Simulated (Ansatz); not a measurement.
TiSi2:

```
Ti Si
1.0
    -1.47287    1.71213    4.21208
     1.47287   -1.71213    4.21208
     1.47287    1.71213   -4.21208
Ti Si
1 2
Direct
  0.00000 0.00000 0.00000
  0.67008 0.67008 0.00000
  0.32992 0.32992 0.00000
```

The cell comes from a database or a generator and needn't be the stable form of this composition.

Base run:

| Item | Value |
| --- | --- |
| Program | Ansatz 0.2.0 |
| Functional | r2SCAN |
| Potentials or basis | Ansatz PAW |
| Cutoff | 500 eV |
| Density cutoff | 2000 eV |
| k mesh | 12 × 12 × 12 |
| Occupations | fermi-dirac, width 0.05 eV |
| Spin | no spin polarisation |

Its results: band gap on the k mesh none (metal or under the smearing width); pressure -2.4 GPa; largest force 0.044 eV/Å.

**Question.** The run is repeated on the same cell with these changes: functional from r2SCAN to LDA; cutoff from 500 eV to 420 eV; density cutoff from 2000 eV to 1680 eV. What comes out?

**Answer.** Band gap on the k mesh none (metal or under the smearing width); pressure -6.6 GPa; largest force 0.115 eV/Å.

Caveats: the PAW data sets come from PBE, with cores solved anew for the run's functional, which leaves a small shift of forces and pressure.

Not every run made on this cell is shown here.
